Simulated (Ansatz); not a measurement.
This cell of CsPbI$_{3}$ (cubic perovskite) is off equilibrium:

```
CsPbI3
1.0
    6.59119     0.00000     0.00000
    0.00000     6.59119     0.00000
    0.00000     0.00000     6.32755
Cs Pb I
1 1 3
Direct
  0.00000   0.00000   0.00000
  0.50000   0.50000   0.50000
  0.00000   0.50000   0.50000
  0.50000   0.50000   0.00000
  0.50000   0.00000   0.50000
```

Level of theory: PBE (plane waves to 420 eV, PAW, scalar-relativistic; Ansatz, a quantum-chemistry and plane-wave program). k mesh 5×5×5 (Γ-centred), Fermi-Dirac smearing 0.05 eV. Energies are smeared free energies. Stress and pressure are positive under compression. CsPbI3 was relaxed with its symmetry unable to fall. Spin-orbit coupling is left out, though I and Pb are heavy. This is a high-temperature form of CsPbI3.

### Question
Give the stress tensor in GPa and the pressure.

### Answer
```
  -0.96     0.00     0.00
   0.00    -0.96     0.00
   0.00     0.00     0.05
```
The pressure, a third of the trace, is -0.62 GPa.

### Question
It is the relaxed cell deformed to V/V₀ = 1.053, (c/a)/(c/a)₀ = 0.960, c along z, fractional positions held. What is its energy relative to the relaxed cell?

### Answer
10.7 meV/atom.

(A scan under strain: stresses follow from slopes of the energy per volume, elastic moduli from its curvatures.)
